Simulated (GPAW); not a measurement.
# GaP (R-3m): the Ga K absorption edge, part 4 of 4

How does the Ga K edge of GaP (R-3m) move when the bonds are compressed or stretched?

GPAW 26.7.0; X-ray absorption from dipole matrix elements to empty bands, plane-wave PAW LDA.

So far. Step 10 (Spectrum with FCH, Ga atom 1): The scaled spectrum changes by 2 % r.m.s. The highest intensity below 24 eV stays at 3.2 eV.

**12. Spectrum with FCH, Ga atom 1**

Shorter bonds are expected to push antibonding states and scattering resonances up, and longer ones down; the cell is scaled to test that.

Changed against the first core-hole run: volume scale from 1 to 1.06.

Contents of xas.py:

```python
import numpy as np
from ase import Atoms
from ase.parallel import parprint, paropen
from gpaw import GPAW, PW, FermiDirac, Mixer, MixerDif, setup_paths
from gpaw.test import gen
setup_paths.insert(0, '.')
gen('Ga', name='fch1s', xcname='LDA', corehole=(1, 0, 1), write_xml=True)
from gpaw.mpi import world
world.barrier()

atoms = Atoms('Ga6P6',
    cell=[[0, 6.86281203, 0],
     [5.94336956, 3.43140602, 0],
     [-1.98112319, -1.14380201, -6.55693644]],
    scaled_positions=[[0, 0.435372, 0.306116],
     [0.33333333, 0.76870533, 0.306116],
     [0.66666667, 0.10203867, 0.306116],
     [0, 0.564628, 0.693884],
     [0.33333333, 0.89796133, 0.693884],
     [0.66666667, 0.23129467, 0.693884],
     [0, 0.057389, 0.172167],
     [0.33333333, 0.39072233, 0.172167],
     [0.66666667, 0.72405567, 0.172167],
     [0, 0.942611, 0.827833],
     [0.33333333, 0.27594433, 0.827833],
     [0.66666667, 0.60927767, 0.827833]],
    pbc=True)
atoms.calc = calc = GPAW(legacy_gpaw=True, mode=PW(430, force_complex_dtype=True), xc='LDA', setups={0: 'fch1s'},
    kpts={'size': (3, 3, 3), 'gamma': True}, occupations=FermiDirac(0.02),
    charge=0, mixer=Mixer(0.1, 5, 50), maxiter=150,
    convergence={'density': 0.0001, 'eigenstates': 1e-6}, txt='scf.txt')
energy = atoms.get_potential_energy() + calc.get_reference_energy()
ef = calc.get_fermi_level()
out = dict(energy=energy, fermi=ef, forces=atoms.get_forces().tolist())
parprint(f'all-electron energy {energy:.4f} eV, Fermi level {ef:.4f} eV')
ev = np.array([[calc.get_eigenvalues(k, s) for k in range(len(calc.get_ibz_k_points()))] for s in range(calc.get_number_of_spins())])
out['homo'], out['lumo'], out['counts'] = ev[ev < ef].max(), ev[ev > ef].min(), sorted(set((ev < ef).sum((0, 2)).tolist()))
out['filled'] = (ev[:, 0] < ef).sum(1).tolist()

from ase.units import Ha
from gpaw.xas import dipole_matrix_elements
nb = int(calc.get_number_of_electrons() / 2) + 162
top, nb = nb, nb + 8 + nb // 12
nscf = calc.fixed_density(kpts={'size': (5, 5, 4), 'gamma': True}, nbands=nb,
    convergence={'bands': top, 'eigenstates': 5e-3}, maxiter=60, txt='nscf.txt')
cell = atoms.cell.array
ops = [cell.T @ U.T @ np.linalg.inv(cell.T) for U in nscf.wfs.kd.symmetry.op_scc]
filled = [24]  # bands filled in the ground state, by spin
E = np.arange(-6, 34, 0.1)
fwhm = np.interp(E, [4, 25], [1.82, 3.5])
Y, X, zero, highest = 0, 0, 1e9, 1e9
for spin in range(nscf.get_number_of_spins()):
    wfs = nscf.wfs
    mine = wfs.bd.get_slice()  # this rank's bands
    A = dipole_matrix_elements(wfs.setups[0])
    eps = np.zeros((wfs.kd.nibzkpts, nb))
    d = np.zeros((3, A.shape[1], wfs.kd.nibzkpts, nb), complex)
    for kpt in wfs.kpt_u:
        if kpt.s == spin and 0 in kpt.P_ani:
            eps[kpt.k, mine] = kpt.eps_n * Ha
            d[:, :, kpt.k, mine] = (kpt.weight * wfs.nspins / 2) ** 0.5 * np.inner(A, kpt.P_ani[0])
    world.sum(eps)
    world.sum(d)
    T = np.einsum('amkn,bmkn->abkn', d, d.conj()).real
    T = sum(np.einsum('ai,ijkn,bj->abkn', R, T, R) for R in ops) / len(ops)
    empty = np.ones_like(eps, bool) & (np.arange(nb) >= filled[spin])
    zero, highest = min(zero, eps[empty].min()), min(highest, eps[:, top - 1].min())
    lines = [(eps, T, empty)] if spin == 0 else lines + [(eps, T, empty)]
for eps, T, empty in lines:
    f = np.einsum('aakn->akn', T).reshape(3, -1)
    x = eps.ravel() - zero
    w = np.interp(x, E, fwhm) / 2.35482
    g = np.exp(-0.5 * ((E[:, None] - x) / w) ** 2) / (w * (2 * np.pi) ** 0.5)
    Y = Y + (f * empty.ravel()) @ g.T
    X = X + (f * ~empty.ravel()) @ g.T
out.update(E=E.round(2).tolist(), xas=Y.tolist(), xes=X.tolist(), zero=zero, valid=highest - zero, nk=len(eps), nb=nb)
for i in range(0, len(E), 10):
    parprint(f'{E[i]:7.2f}', *(f'{v:10.3e}' for v in Y[:, i]))
import json
with paropen('out.json', 'w') as f:
    json.dump(out, f)
```

Run with:

```
$ OMP_NUM_THREADS=1 mpirun -n 4 gpaw python xas.py
```

Numbers of over 12 decimals in the logs are rounded to 6 here.

The log of the run:

```text
Input parameters:
  convergence: {density: 0.0001,
                eigenstates: 1e-06}
  kpts: {gamma: True,
         size: (3, 3, 3)}
  maxiter: 150
  mixer: {backend: pulay,
          beta: 0.1,
          method: separate,
          nmaxold: 5,
          weight: 50}
  mode: {ecut: 430.0,
         force_complex_dtype: True,
         name: pw}
  occupations: {fixmagmom: False,
                name: fermi-dirac,
[...]
*p    :     0.576803
*d    :     0.000000
--------------------------------

Diagonalizing with gridspacing h=0.050

state   all-electron     PAW
-------------------------------
4s:      -0.729245    -0.729478
4p:      -0.423197    -0.423398
*d:                   -0.111370
*f:                   -0.021469
-------------------------------
all-electron energy -362167.7873 eV, Fermi level 4.2805 eV
[...]
32.00  8.489e-08  8.542e-08  7.238e-08
  33.00  8.180e-08  8.242e-08  6.964e-08
[key lines of the parts left out:]
Converged after 16 iterations.
Dipole moment: (0.130611, 0.075409, 0.352921) |e|*Ang
Free energy:    -73.378498
Fermi level: 4.28054
```

The job ended after 4.1 min (4 MPI ranks of Arm Neoverse V2, shared host; peak memory 0.64 GiB).

```
E (eV)  first run  this run
  -2.0       0.00      0.00
  -1.0       0.03      0.02
   0.0       0.27      0.20
   1.0       0.78      0.71
   2.0       1.27      1.25
   3.0       1.64      1.70
   4.0       1.43      1.57
   5.0       1.12      1.20
   6.0       1.02      1.07
   7.0       0.97      0.99
   8.0       0.96      0.96
   9.0       0.98      0.98
  10.0       1.04      1.06
  11.0       1.10      1.11
  12.0       1.09      1.05
  13.0       0.96      0.88
  14.0       0.83      0.76
  15.0       0.79      0.76
  16.0       0.82      0.81
  17.0       0.85      0.84
  18.0       0.85      0.84
  19.0       0.83      0.82
  20.0       0.81      0.80
  21.0       0.76      0.76
  22.0       0.72      0.73
  23.0       0.71      0.73
  24.0       0.74      0.77
  25.0       0.80      0.82
  26.0       0.85      0.86
  27.0       0.88      0.86
  28.0       0.87      0.82
  29.0       0.83      0.76
```

Against the first run the r.m.s. difference is 5 %. The highest intensity below 24 eV goes from 3.2 eV (1.64) to 3.4 eV (1.74).

The photon energy of the zero moves by -0.25 eV.

**13. The volumes side by side**

```
volume  nearest distance (Å)  shift of the zero (eV)  maximum 1 (eV above own zero)  maximum 2 (eV above own zero)  maximum 3 (eV above own zero)
  0.94                 2.354                   +0.13                            3.2                           12.0                           17.4
  0.97                 2.379                   +0.10                            3.0                           11.6                           17.2
     1                 2.403                   +0.00                            3.2                           11.4                           17.2
  1.03                 2.427                   -0.11                            3.2                           11.2                           17.2
  1.06                 2.450                   -0.25                            3.4                           11.0                           17.4
```

The curves, each shifted by its zero's change so that they share one photon-energy axis, counted from the zero at V × 1:

```
E (eV)  V × 0.94  V × 0.97  V × 1  V × 1.03  V × 1.06
  -2.0      0.00      0.00   0.00      0.00      0.00
  -1.0      0.03      0.03   0.03      0.04      0.04
   0.0      0.25      0.26   0.27      0.29      0.30
   1.0      0.71      0.75   0.78      0.81      0.85
   2.0      1.17      1.22   1.27      1.33      1.38
   3.0      1.53      1.58   1.64      1.68      1.73
   4.0      1.40      1.42   1.43      1.45      1.46
   5.0      1.09      1.11   1.12      1.14      1.16
   6.0      0.99      1.01   1.02      1.04      1.05
   7.0      0.96      0.97   0.97      0.98      0.98
   8.0      0.96      0.96   0.96      0.96      0.96
   9.0      0.97      0.97   0.98      0.99      1.00
  10.0      1.01      1.02   1.04      1.06      1.08
  11.0      1.07      1.08   1.10      1.11      1.11
  12.0      1.11      1.10   1.09      1.06      1.02
  13.0      1.06      1.01   0.96      0.90      0.84
  14.0      0.94      0.88   0.83      0.78      0.75
  15.0      0.85      0.82   0.79      0.78      0.77
  16.0      0.85      0.83   0.82      0.82      0.82
  17.0      0.87      0.86   0.85      0.84      0.84
  18.0      0.87      0.86   0.85      0.84      0.83
  19.0      0.85      0.84   0.83      0.83      0.82
  20.0      0.84      0.82   0.81      0.80      0.79
  21.0      0.80      0.78   0.76      0.75      0.75
  22.0      0.75      0.73   0.72      0.72      0.73
  23.0      0.71      0.71   0.71      0.73      0.74
  24.0      0.71      0.72   0.74      0.76      0.78
  25.0      0.74      0.77   0.80      0.82      0.83
  26.0      0.81      0.84   0.85      0.86      0.86
  27.0      0.88      0.88   0.88      0.87      0.85
  28.0      0.90      0.89   0.87      0.84      0.81
```

**14. Results**

* absorber and edge: Ga K, atom 1 of the ground-state input (counted from 1)
* surroundings: 3 P at 2.40 Å and 1 Ga at 2.49 Å (distorted tetrahedral, site symmetry 3m)
* highest intensity below 24 eV: 3.2 eV above the zero, height 1.64

From V × 0.94 to V × 1.06 the nearest distance grows by 0.096 Å and the zero moves by -0.38 eV. Above their own zero, the maxima move from 3.2 to 3.4 eV, from 12.0 to 11.0 eV and from 17.4 to 17.4 eV. The Ga K edge of atom 1, with 3 P at 2.40 Å and 1 Ga at 2.49 Å (distorted tetrahedral, site symmetry 3m), has its highest intensity of the first 24 eV at 3.2 eV above the zero, 1.6 times the mean level of the first 20 eV (Gaussian full width 1.82 eV up to 4 eV, rising linearly to 3.5 eV at 25 eV). At the Ga K edge of atom 1 polarisation matters most near 3.4 eV, where the curves differ by 0.7 on this scale. The script folds with a Gaussian, whereas the core hole's own line is a Lorentzian, so the onset is too steep and the first peak too high. The gap reads 0.72 to 0.97 eV on different meshes, so it is partly a figure of the sampling, and the zero with it. The structure is a computed Materials Project entry and may be a hypothetical form.

[Banner, clock and machine lines of the logs are left out without a mark of their own.]

[Logs are printed without paths, hosts, clocks, repeated set-up lines and the standing remarks that a program may print on its own settings, such as how far it seeks lower states.]

[Hosts, paths, dates, database ids (printed as entryN), source tags and the programs' standing remarks are cut or masked in the printed files.]

[Lists of maxima count a maximum above −3 eV only where it reaches 4 % of the highest in the window and stands out from its surroundings by 2 % of it (1.5 % where it reaches 55 %); shoulders and weaker maxima are passed over, and of the rest the first, up to two pre-edge ones and the few strongest are named.]
